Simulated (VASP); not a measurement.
# La (P6_3/mmc) in VASP: a series of runs

The runs below take La through single point, with LDA.

Everything below comes from runs of VASP 6.6.1. Logs are shortened: lines on timing, memory, paths and dates and some standing lists are left out, and cuts for length are marked.

### Step 1. The structure

Symmetry: P6_3/mmc, No. 194, hexagonal system. Conventional cell: a = 3.750 Å, b = 3.750 Å, c = 6.070 Å, α = 90.00°, β = 90.00°, γ = 120.00°. Around La (site symmetry -6m2) lie 12 La at 3.73 to 3.75 Å.

This isn't the form of La at room conditions, which is double hcp.

### Step 2. Single point, LDA

INCAR

```
SYSTEM = La
PREC = Accurate ; ENCUT = 400
EDIFF = 1E-6 ; ISMEAR = -1
SIGMA = 0.1 ; LREAL = .FALSE.
LASPH = .TRUE. ; NELM = 100
ALGO = Normal ; ISIF = 2
LWAVE = .FALSE. ; LCHARG = .FALSE.
GGA = CA ; ADDGRID = .FALSE.
```

KPOINTS

```
Automatic mesh
0
G
  15 15 8
  0 0 0
```

POSCAR

```
La
1.0
    3.7500000000      0.0000000000      0.0000000000
   -1.8750000000      3.2475952642      0.0000000000
    0.0000000000      0.0000000000      6.0700000000
La
2
Direct
    0.6666666667      0.3333333333      0.7500000000
    0.3333333333      0.6666666667      0.2500000000
```

Potentials or basis: VASP PAW LDA potentials, release 64 (La).

The run is started by

```console
$ cat potpaw_LDA.64/La/POTCAR > POTCAR
$ mpirun -np 1 vasp_std > vasp.out
```

OUTCAR:

```text
SYSTEM = La
   PREC = Accurate
   ENCUT = 400
   EDIFF = 1E-6
   ISMEAR = -1
   LREAL = .FALSE.
   LASPH = .TRUE.
   NELM = 100
   ISIF = 2
   GGA = CA

 Found    135 irreducible k-points:

 Following reciprocal coordinates:
            Coordinates               Weight
  0.000000  0.000000  0.000000      1.000000
  0.066667 -0.000000  0.000000      6.000000
  0.133333  0.000000  0.000000      6.000000
  0.200000  0.000000  0.000000      6.000000
  0.266667  0.000000  0.000000      6.000000
  0.333333  0.000000  0.000000      6.000000
   k-points           NKPTS =    135   k-points in BZ     NKDIM =    135   number of bands    NBANDS=     15
   number of dos      NEDOS =    301   number of ions     NIONS =      2
   total plane-waves  NPLWV =  23040
   dimension x,y,z NGX =    24 NGY =   24 NGZ =   40
   dimension x,y,z NGXF=    48 NGYF=   48 NGZF=   80
   ions per type =               2
   NGX,Y,Z   is equivalent  to a cutoff of  10.64, 10.64, 10.96 a.u.
   NGXF,Y,Z  is equivalent  to a cutoff of  21.28, 21.28, 21.91 a.u.
 SYSTEM =  La
   PREC   = accura    normal or accurate (medium, high low for compatibility)
   ISTART =      0    job   : 0-new  1-cont  2-samecut
   ICHARG =      2    charge: 1-file 2-atom 10-const
   ISPIN  =      1    spin polarized calculation?
   LNONCOLLINEAR =      F non collinear calculations
   LSORBIT =      F    spin-orbit coupling
   LASPH  =      T    aspherical Exc in radial PAW
   ENCUT  =  400.0 eV  29.40 Ry    5.42 a.u.   6.12  6.12  9.90*2*pi/ulx,y,z
   NELM   =    100;   NELMIN=  2; NELMDL= -5     # of ELM steps
   EDIFF  = 0.1E-05   stopping-criterion for ELM
   LREAL  =      F    real-space projection
   EDIFFG = 0.1E-04   stopping-criterion for IOM
   NSW    =      0    number of steps for IOM
   IBRION =     -1    ionic relax: 0-MD 1-quasi-New 2-CG
   NFREE  =      0    steps in history (QN), initial steepest desc. (CG)
   ISIF   =      2    stress and relaxation
   ISYM   =      2    0-nonsym 1-usesym 2-fastsym
   POTIM  = 0.5000    time-step for ionic-motion
   TEBEG  =    0.0;   TEEND  =   0.0 temperature during run
   PSTRESS=    0.0 pullay stress
   NELECT =      22.0000    total number of electrons
   NUPDOWN=      -1.0000    fix difference up-down
   EMIN   =  10.00;   EMAX   =-10.00  energy-range for DOS
   EFERMI =   0.00;   METHOD = LEGACY
   ISMEAR =    -1;   SIGMA  =   0.10  broadening in eV -4-tet -1-fermi 0-gaus
   EFERMI_NEDOS =   21; number of points for ismear=-14 and -15
   IALGO  =     38    algorithm
   IMIX   =      4    mixing-type and parameters
     AMIX     =   0.40;   BMIX     =  1.00
     AMIX_MAG =   1.60;   BMIX_MAG =  1.00
  volume/ion in A,a.u.               =      36.96       249.43
  Fermi-wavevector in a.u.,A,eV,Ry     =   1.093004  2.065478 16.254307  1.194658
  Thomas-Fermi vector in A             =   2.229281
   LORBIT       =      0    0 simple, 1 ext, 2 COOP (PROOUT), +10 PAW based schemes
   GGA     = CA    functional components
   LHFCALC =     F    Hartree Fock is set to
   AEXX    =    0.0000 exact exchange contribution
   IVDW    =     0    specifies the selected vdW correction
   LEPSILON=     F    determine dielectric tensor
   LRPA    =     F    only Hartree local field effects (RPA)
 non-spin polarized calculation
  energy-cutoff  :      400.00
  volume of cell :       73.92
 maximum number of plane-waves:      1368
   NGX = 13   NGY = 13   NGZ = 19

 number of electron      22.0000001 magnetization

 Free energy of the ion-electron system (eV)
  ---------------------------------------------------
  ext. energy  EPLUGINS =         0.00000000
  ---------------------------------------------------
  free energy    TOTEN  =       -11.05758530 eV

  energy without entropy =      -10.92897300  energy(sigma->0) =      -10.99327915

 E-fermi :   7.6834     XC(G=0):  -9.7831

 val. band max:        7.6807952832   @ k =   0.2667   0.2667   0.1250
 cond. band min:       7.6909154694   @ k =   0.3333   0.2000   0.5000
 fundamental gap:      0.0101201862
 Fermi energy:         7.6834312665

 k-point     1 :       0.0000    0.0000    0.0000
  band No.  band energies     occupation
      1     -25.0367      2.00000
      2     -24.8272      2.00000
      3      -9.4421      2.00000
      4      -8.2113      2.00000
      5      -8.2113      2.00000
      6      -8.0203      2.00000
      7      -8.0203      2.00000
      8      -7.9903      2.00000
      9       4.5040      2.00000
     10       5.9294      2.00000
     11       8.7011      0.00008
     12       8.9920      0.00000
     13       8.9945      0.00000
     14       9.0799      0.00000
     15       9.1589      0.00000

 k-point     2 :       0.0667   -0.0000    0.0000
  band No.  band energies     occupation
      1     -25.0292      2.00000
      2     -24.8237      2.00000
      3      -9.4229      2.00000
      4      -8.2622      2.00000
      5      -8.2273      2.00000
      6      -8.0728      2.00000
      7      -8.0266      2.00000
      8      -7.9981      2.00000
      9       4.6250      2.00000
     10       6.0418      2.00000
     11       8.4562      0.00088
     12       9.0026      0.00000
     13       9.0053      0.00000
     14       9.0460      0.00000
     15       9.1535      0.00000

 k-point     3 :       0.1333    0.0000    0.0000
  band No.  band energies     occupation
      1     -25.0078      2.00000
      2     -24.8138      2.00000
      3      -9.3666      2.00000
      4      -8.4042      2.00000
      5      -8.2708      2.00000
      6      -8.2165      2.00000
      7      -8.0457      2.00000
      8      -8.0221      2.00000
      9       4.9632      2.00000
     10       6.3371      2.00000
     11       8.0963      0.03170
     12       8.6895      0.00009
     13       8.7829      0.00003
     14       8.9924      0.00000
     15       9.1215      0.00000

 k-point     4 :       0.2000    0.0000    0.0000
  band No.  band energies     occupation
      1     -24.9754      2.00000
      2     -24.7999      2.00000
      3      -9.2778      2.00000
      4      -8.6092      2.00000
      5      -8.4172      2.00000
      6      -8.3318      2.00000
      7      -8.0758      2.00000
      8      -8.0630      2.00000
      9       5.4428      2.00000
     10       6.6395      1.99994
     11       7.8797      0.24639
     12       8.1545      0.01784
     13       8.6088      0.00019
     14       8.8940      0.00001
     15       9.2011      0.00000

 k-point     5 :       0.2667    0.0000    0.0000
  band No.  band energies     occupation
      1     -24.9362      2.00000
      2     -24.7854      2.00000
      3      -9.1640      2.00000
      4      -8.8379      2.00000
      5      -8.6340      2.00000
      6      -8.3984      2.00000
      7      -8.1214      2.00000
      8      -8.1123      2.00000
      9       5.9301      2.00000
     10       6.6528      1.99993
     11       7.5896      1.43772
     12       8.0189      0.06747
     13       8.6240      0.00016
     14       8.8339      0.00002
     15       9.0901      0.00000

 k-point     6 :       0.3333    0.0000    0.0000
  band No.  band energies     occupation
      1     -24.8959      2.00000
      2     -24.7739      2.00000
      3      -9.0498      2.00000
      4      -9.0367      2.00000
      5      -8.8304      2.00000
      6      -8.4594      2.00000
      7      -8.1954      2.00000
      8      -8.1483      2.00000
      9       6.2288      2.00000
     10       6.5082      1.99998
     11       7.1082      1.99367
     12       8.3108      0.00376
     13       8.8189      0.00002
     14       8.9227      0.00001
     15       9.0172      0.00000

 [... further k-points ...]

------------------------ aborting loop because EDIFF is reached ----------------------------------------

  FORCE on cell =-STRESS in cart. coord.  units (eV):
  Direction    XX          YY          ZZ          XY          YZ          ZX
  --------------------------------------------------------------------------------------
  -------------------------------------------------------------------------------------
  Total       -1.3744045     -1.3744045     -1.3369069      0.0000000      0.0000000      0.0000000
  in kB      -29.7881333    -29.7881333    -28.9754308      0.0000000      0.0000000      0.0000000
  external PRESSURE =     -29.5172325 kB  Pullay stress =       0.0000000 kB

 VOLUME and BASIS-vectors are now :
 -----------------------------------------------------------------------------
  energy-cutoff  :      400.00
  volume of cell :       73.92
      direct lattice vectors                 reciprocal lattice vectors
     3.750000000  0.000000000  0.000000000     0.266666667  0.153960072  0.000000000
    -1.875000000  3.247595264  0.000000000     0.000000000  0.307920144  0.000000000
     0.000000000  0.000000000  6.070000000     0.000000000  0.000000000  0.164744646

 POSITION                                       TOTAL-FORCE (eV/Angst)
 -----------------------------------------------------------------------------------
      1.87500      1.08253      4.55250         0.000000      0.000000      0.000000
     -0.00000      2.16506      1.51750         0.000000     -0.000000      0.000000
 -----------------------------------------------------------------------------------
    total drift:                                0.000000     -0.000000      0.000000

  FREE ENERGIE OF THE ION-ELECTRON SYSTEM (eV)
  ---------------------------------------------------
  free  energy   TOTEN  =       -11.0575852967 eV

  energy  without entropy=      -10.9289729952  energy(sigma->0) =      -10.99327915
```

Wall time 48 s (1 thread of AMD EPYC 9R45 (Zen 5), shared host); peak memory 0.2 GiB.

These settings aren't checked as converged: the numbers below hold their error.

Results:

```
Free energy            : -11.0576 eV
Pressure               : -3.0 GPa
Band gap on the k mesh : none (metal or under the smearing width)
```

### Step 3. Single point, LDA

INCAR is that of step 2.

KPOINTS is that of step 2.

POSCAR

```
La
1.0
    3.7500000000      0.0000000000      0.0000000000
   -1.8750000000      3.2475952642      0.0000000000
    0.0000000000      0.0000000000      6.0700000000
La
2
Direct
    0.6527560000      0.3219160000      0.7382770000
    0.3157440000      0.6620370000      0.2676620000
```

Potentials or basis: VASP PAW LDA potentials, release 64 (La).

The run is started by

```console
$ cat potpaw_LDA.64/La/POTCAR > POTCAR
$ mpirun -np 1 vasp_std > vasp.out
```

OUTCAR:

```text
SYSTEM = La
   PREC = Accurate
   ENCUT = 400
   EDIFF = 1E-6
   ISMEAR = -1
   LREAL = .FALSE.
   LASPH = .TRUE.
   NELM = 100
   ISIF = 2
   GGA = CA

 Found    901 irreducible k-points:

 Following reciprocal coordinates:
            Coordinates               Weight
  0.000000  0.000000  0.000000      1.000000
  0.066667 -0.000000  0.000000      2.000000
  0.000000  0.066667  0.000000      2.000000
 -0.066667  0.066667  0.000000      2.000000
  0.133333  0.000000  0.000000      2.000000
  0.000000  0.133333  0.000000      2.000000
   k-points           NKPTS =    901   k-points in BZ     NKDIM =    901   number of bands    NBANDS=     15
   number of dos      NEDOS =    301   number of ions     NIONS =      2
   total plane-waves  NPLWV =  23040
   dimension x,y,z NGX =    24 NGY =   24 NGZ =   40
   dimension x,y,z NGXF=    48 NGYF=   48 NGZF=   80
   ions per type =               2
   NGX,Y,Z   is equivalent  to a cutoff of  10.64, 10.64, 10.96 a.u.
   NGXF,Y,Z  is equivalent  to a cutoff of  21.28, 21.28, 21.91 a.u.
 SYSTEM =  La
   PREC   = accura    normal or accurate (medium, high low for compatibility)
   ISTART =      0    job   : 0-new  1-cont  2-samecut
   ICHARG =      2    charge: 1-file 2-atom 10-const
   ISPIN  =      1    spin polarized calculation?
   LNONCOLLINEAR =      F non collinear calculations
   LSORBIT =      F    spin-orbit coupling
[... 71 lines left out ...]
     12       8.9293      0.00001
     13       8.9403      0.00001
     14       9.0593      0.00000
[... 77 lines left out ...]
      2     -24.8027      2.00000
      3      -9.3892      2.00000
      4      -8.4273      2.00000
      5      -8.2781      2.00000
      6      -8.2041      2.00000
      7      -8.0389      2.00000
      8      -7.9955      2.00000
      9       4.9768      2.00000
     10       6.3173      2.00000
     11       8.0322      0.05908
     12       8.6452      0.00013
     13       8.8355      0.00002
     14       9.0290      0.00000
     15       9.0738      0.00000

 [... further k-points ...]

------------------------ aborting loop because EDIFF is reached ----------------------------------------

  FORCE on cell =-STRESS in cart. coord.  units (eV):
  Direction    XX          YY          ZZ          XY          YZ          ZX
  --------------------------------------------------------------------------------------
  -------------------------------------------------------------------------------------
  Total       -1.3399643     -1.3198984     -1.1810886      0.0120730      0.0089554     -0.0109082
  in kB      -29.0416934    -28.6067966    -25.5983053      0.2616630      0.1940938     -0.2364179
  external PRESSURE =     -27.7489318 kB  Pullay stress =       0.0000000 kB

 VOLUME and BASIS-vectors are now :
 -----------------------------------------------------------------------------
  energy-cutoff  :      400.00
  volume of cell :       73.92
      direct lattice vectors                 reciprocal lattice vectors
     3.750000000  0.000000000  0.000000000     0.266666667  0.153960072  0.000000000
    -1.875000000  3.247595264  0.000000000     0.000000000  0.307920144  0.000000000
     0.000000000  0.000000000  6.070000000     0.000000000  0.000000000  0.164744646

 POSITION                                       TOTAL-FORCE (eV/Angst)
 -----------------------------------------------------------------------------------
      1.84424      1.04545      4.48134        -0.006827      0.005393      0.227917
     -0.05728      2.15003      1.62471         0.006827     -0.005393     -0.227917
 -----------------------------------------------------------------------------------
    total drift:                               -0.000016     -0.000000     -0.000014

  FREE ENERGIE OF THE ION-ELECTRON SYSTEM (eV)
  ---------------------------------------------------
  free  energy   TOTEN  =       -11.0382839766 eV

  energy  without entropy=      -10.9121016362  energy(sigma->0) =      -10.97519281
```

OSZICAR:

```text
N       E                     dE             d eps       ncg     rms          rms(c)
DAV:   1     0.232052827225E+03    0.23205E+03   -0.70849E+03 27158   0.166E+03
DAV:   2     0.227814039679E+02   -0.20927E+03   -0.20761E+03 41164   0.341E+02
DAV:   3    -0.712164086916E+01   -0.29903E+02   -0.29380E+02 46556   0.146E+02
DAV:   4    -0.108274546614E+02   -0.37058E+01   -0.36472E+01 53997   0.476E+01
DAV:   5    -0.111637672569E+02   -0.33631E+00   -0.33450E+00 44500   0.131E+01    0.346E+00
DAV:   6    -0.110608907920E+02    0.10288E+00   -0.19140E+00 54008   0.785E+00    0.173E+00
DAV:   7    -0.110464277823E+02    0.14463E-01   -0.17360E-01 47277   0.328E+00    0.106E+00
DAV:   8    -0.110385354636E+02    0.78923E-02   -0.13811E-02 52140   0.115E+00    0.165E-01
DAV:   9    -0.110382783119E+02    0.25715E-03   -0.15632E-03 52172   0.306E-01    0.493E-02
DAV:  10    -0.110382822154E+02   -0.39036E-05   -0.24304E-04 53284   0.126E-01    0.170E-02
DAV:  11    -0.110382847527E+02   -0.25373E-05   -0.21407E-05 45532   0.456E-02    0.688E-03
DAV:  12    -0.110382839766E+02    0.77609E-06   -0.24260E-06 32636   0.176E-02
   1 F= -.11038284E+02 E0= -.10975193E+02  d E =-.126182E+00
```

stdout:

```text
POSCAR found type information on POSCAR La
 POSCAR found :  1 types and       2 ions
 scaLAPACK will be used
 LDA part: xc-table for (Slater(with rela. corr.)+CA(PZ))
 , standard interpolation
 POSCAR, INCAR and KPOINTS ok, starting setup
 FFT: planning ... GRIDC
 FFT: planning ... GRID_SOFT
 FFT: planning ... GRID
 WAVECAR not read
 entering main loop
```

It took 5.1 min on 1 thread of AMD EPYC 9R45 (Zen 5), shared host; peak memory 0.74 GiB.

The run converged, but some of its settings lie outside the range that counts as converged, so its numbers aren't taken as properties of the crystal.

Results:

```
Free energy            : -11.0383 eV
Pressure               : -2.8 GPa
Largest force          : 0.228 eV/Å
Band gap on the k mesh : none (metal or under the smearing width)
```
